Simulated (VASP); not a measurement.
CdSe:

```
Cd Se
1.0
     0.00000    3.04621    3.04621
     3.04621    0.00000    3.04621
     3.04621    3.04621    0.00000
Cd Se
1 1
Cartesian
  0.0000 0.0000 0.0000
  1.5231 1.5231 1.5231
```

The cell was built by a generator and needn't be a form met in nature.

Base run:

```yaml
Program: VASP 6.6.1
Functional: PBEsol
Potentials_or_basis: VASP PAW PBE potentials, release 64 (Cd, Se)
Cutoff: 520 eV
k_mesh: 6 × 6 × 6
Occupations: gaussian, width 0.03 eV
Spin: no spin polarisation
```

Its results: band gap on the k mesh 0.47 eV, direct; pressure 0.1 GPa.

The run is repeated on the same cell with these changes: functional from PBEsol to PBE0. What comes out?

Band gap on the k mesh 2.15 eV, direct; pressure 1.4 GPa.

PBE0 gives the wider gap, since exact exchange removes part of the self-interaction.

Caveats: the PAW data sets were made with another functional, which shifts forces and pressure a little.
